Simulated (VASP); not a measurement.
# TiTe2 (P-3m1) in VASP: further runs, part 2 of 2

VASP 6.6.1.

## 3. Single point, PBE+D3(BJ)

Input file INCAR:

```
PREC     = Accurate       # precision mode
ENCUT    = 520            # plane-wave cutoff, eV
EDIFF    = 1E-6           # SCF threshold, eV
ISMEAR   = 0              # smearing method
SIGMA    = 0.15           # smearing width, eV
LREAL    = False          # projectors in reciprocal space
LASPH    = True           # aspherical terms in the spheres
NELM     = 100            # most SCF steps
ALGO     = Fast           # electronic algorithm
ISIF     = 2              # what is computed and relaxed
LWAVE    = False          # write WAVECAR
LCHARG   = False          # write CHGCAR
GGA      = PE             # functional
IVDW     = 12             # dispersion correction
NBANDS   = 19             # bands
```

Input file KPOINTS:

```
regular mesh
0
Gamma
  15 15 8
```

Input file POSCAR:

```
TiTe2
1.0
    3.7770008876      0.0000000000      0.0000000000
   -1.8885004438      3.2709787188      0.0000000000
    0.0000000000      0.0000000000      6.4980000000
Ti Te
1 2
Direct
    0.0000000000      0.0000000000      0.0000000000
    0.6666666667      0.3333333333      0.2628000000
    0.3333333333      0.6666666667      0.7372000000
```

Potentials or basis: VASP PAW PBE potentials, release 64 (Ti_sv, Te).

Command:

```sh
$ cat potpaw_PBE.64/Ti_sv/POTCAR potpaw_PBE.64/Te/POTCAR > POTCAR
$ mpirun -np 1 vasp_std > vasp.out
```

OUTCAR:

```text
PREC = Accurate
   ENCUT = 520
   EDIFF = 1E-6
   ISMEAR = 0
   LREAL = False
   LASPH = True
   NELM = 100
   ISIF = 2
   GGA = PE
   IVDW = 12
 IVDW          = 12

 ion  position               nearest neighbor table
   1  0.000  0.000  0.000-   2 2.77   3 2.77   2 2.77   3 2.77   2 2.77   3 2.77
   2  0.667  0.333  0.263-   1 2.77   1 2.77   1 2.77
   3  0.333  0.667  0.737-   1 2.77   1 2.77   1 2.77

  LATTYP: Found a hexagonal cell.
 ALAT       =     3.7770008876
 C/A-ratio  =     1.7204126219

  Lattice vectors:

 A1 = (   3.7770008876,   0.0000000000,   0.0000000000)
 A2 = (  -1.8885004438,   3.2709787188,   0.0000000000)
 A3 = (   0.0000000000,   0.0000000000,   6.4980000000)

Analysis of symmetry for initial positions (statically):
=====================================================================
 Subroutine PRICEL returns:
 Original cell was already a primitive cell.

 Routine SETGRP: Setting up the symmetry group for a
 hexagonal supercell.

 Subroutine GETGRP returns: Found 12 space group operations
 (whereof 12 operations were pure point group operations)
 out of a pool of 24 trial point group operations.

The static configuration has the point symmetry D_3d.

Analysis of symmetry for dynamics (positions and initial velocities):
=====================================================================
 Subroutine PRICEL returns:
 Original cell was already a primitive cell.

 Routine SETGRP: Setting up the symmetry group for a
 hexagonal supercell.

 Subroutine GETGRP returns: Found 12 space group operations
 (whereof 12 operations were pure point group operations)
 out of a pool of 24 trial point group operations.

The dynamic configuration has the point symmetry D_3d.

 Subroutine INISYM returns: Found 12 space group operations
 (whereof 12 operations are pure point group operations),
 and found     1 'primitive' translations

[... 117 lines left out ...]
  volume/ion in A,a.u.               =      26.76       180.58
  Fermi-wavevector in a.u.,A,eV,Ry     =   1.094655  2.068597 16.303433  1.198269
  Thomas-Fermi vector in A             =   2.230963
   LORBIT       =      0    0 simple, 1 ext, 2 COOP (PROOUT), +10 PAW based schemes
   GGA     = PE    functional components
   LHFCALC =     F    Hartree Fock is set to
   AEXX    =    0.0000 exact exchange contribution
   IVDW    =    12    specifies the selected vdW correction
   LEPSILON=     F    determine dielectric tensor
   LRPA    =     F    only Hartree local field effects (RPA)
 non-spin polarized calculation
 RMM-DIIS sequential band-by-band and
 Gauss-broadening in eV      SIGMA  =   0.15
  energy-cutoff  :      520.00
  volume of cell :       80.28
 maximum number of plane-waves:      2184
   NGX = 13   NGY = 13   NGZ = 25

 number of electron      23.9999998 magnetization

 Free energy of the ion-electron system (eV)
  ---------------------------------------------------
  ext. energy  EPLUGINS =         0.00000000
  ---------------------------------------------------
  free energy    TOTEN  =       -16.18960503 eV

  energy without entropy =      -16.17308825  energy(sigma->0) =      -16.18134664

 E-fermi :   6.8561     XC(G=0):  -9.8602

 val. band max:        6.8509499171   @ k =   0.0000   0.4667   0.1250
 cond. band min:       6.8620474908   @ k =   0.3333   0.0000   0.5000
 fundamental gap:      0.0110975737
 Fermi energy:         6.8560978989

 k-point     1 :       0.0000    0.0000    0.0000
  band No.  band energies     occupation
      1     -50.6537      2.00000
      2     -26.9131      2.00000
      3     -26.9131      2.00000
      4     -26.8693      2.00000
      5      -5.5837      2.00000
      6      -4.0813      2.00000
[... 505 lines left out ...]
      6      -3.5391      2.00000
[... 11 lines left out ...]
     18      11.2676      0.00000
     19      14.2419      0.00000

 [... further k-points ...]

------------------------ aborting loop because EDIFF is reached ----------------------------------------

 Edisp (eV)   -1.47475

 E8    (eV) :    -0.6840

  FORCE on cell =-STRESS in cart. coord.  units (eV):
  Direction    XX          YY          ZZ          XY          YZ          ZX
  --------------------------------------------------------------------------------------
  -------------------------------------------------------------------------------------
  Total      -1.17318    -1.17318    -0.69701     0.00000     0.00000     0.00000
  in kB     -23.41368   -23.41368   -13.91051     0.00000     0.00000     0.00000
  external pressure =      -20.25 kB  Pullay stress =        0.00 kB

 VOLUME and BASIS-vectors are now :
 -----------------------------------------------------------------------------
  energy-cutoff  :      520.00
  volume of cell :       80.28
      direct lattice vectors                 reciprocal lattice vectors
     3.777000888  0.000000000  0.000000000     0.264760330  0.152859448  0.000000000
    -1.888500444  3.270978719  0.000000000     0.000000000  0.305718895  0.000000000
     0.000000000  0.000000000  6.498000000     0.000000000  0.000000000  0.153893506

 POSITION                                       TOTAL-FORCE (eV/Angst)
 -----------------------------------------------------------------------------------
      0.00000      0.00000      0.00000        -0.000000      0.000000      0.000000
      1.88850      1.09033      1.70767         0.000000     -0.000000      0.052507
     -0.00000      2.18065      4.79033        -0.000000      0.000000     -0.052507
 -----------------------------------------------------------------------------------
    total drift:                                0.000000     -0.000000     -0.000000

  FREE ENERGIE OF THE ION-ELECTRON SYSTEM (eV)
  ---------------------------------------------------
  free  energy   TOTEN  =       -17.6643561254 eV

  energy  without entropy=      -17.6478393431  energy(sigma->0) =      -17.65609773
```

OSZICAR:

```text
N       E                     dE             d eps       ncg     rms          rms(c)
DAV:   1     0.179103797294E+03    0.17910E+03   -0.10771E+04  7296   0.118E+03
DAV:   2    -0.191936382341E+01   -0.18102E+03   -0.17615E+03  7692   0.298E+02
DAV:   3    -0.178857614028E+02   -0.15966E+02   -0.15594E+02 11219   0.827E+01
[... 25 lines left out ...]
RMM:  29    -0.161896119977E+02    0.44846E-05   -0.78594E-06  8856   0.239E-02    0.708E-02
RMM:  30    -0.161896075404E+02    0.44573E-05   -0.95182E-06 10320   0.260E-02    0.467E-02
RMM:  31    -0.161896064080E+02    0.11323E-05   -0.31973E-06  7126   0.159E-02    0.355E-02
RMM:  32    -0.161896053188E+02    0.10893E-05   -0.33121E-06  7570   0.151E-02    0.258E-02
RMM:  33    -0.161896050310E+02    0.28774E-06   -0.74933E-07  5511   0.904E-03
   1 F= -.17664356E+02 E0= -.17656098E+02  d E =-.165168E-01
```

Wall time 5.2 min (1 thread of Intel Xeon 6975P-C (Granite Rapids), shared host); peak memory 0.41 GiB.

What came out:

- Free energy: -17.6644 eV
- Pressure: -2.0 GPa
- Largest force: 0.053 eV/Å
- Band gap on the k mesh: none (metal or under the smearing width)
- Dispersion energy per atom: -0.492 eV

Forces on the atoms (eV/Å):
```
Ti   0.000  0.000  0.000
Te   0.000  0.000  0.053
Te   0.000  0.000 -0.053
```

Stress tensor (GPa, compression positive):
```
-2.34  0.00  0.00
 0.00 -2.34  0.00
 0.00  0.00 -1.39
```
